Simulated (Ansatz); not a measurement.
System: PbSe (rock salt type), 2 atoms in the cell.

Computed with Ansatz 0.2.0 development build, PBE, plane waves, PAW datasets (generated hard set).

Cutoff 700 eV; k-mesh 8×8×8 Γ-centred; Fermi–Dirac smearing of 0.1 eV; no spin polarisation; no spin–orbit coupling.

```xyz
2
Lattice="0.0000 3.1050 3.1050 3.1050 0.0000 3.1050 3.1050 3.1050 0.0000" Properties=species:S:1:pos:R:3 pbc="T T T"
Pb    0.0000    0.0000    0.0000
Se    3.1050    3.1050    3.1050
```

Question: Would the cell expand or shrink if it were free to relax?

Answer: The pressure is 0.16 GPa, so at these settings the cell is compressed and would expand.

The stress includes the program's correction for the finite plane-wave basis.

The k-mesh is modest, so these values aren't fully converged in k. Spin–orbit coupling is left out, which matters for 6p elements such as Tl, Pb and Bi.
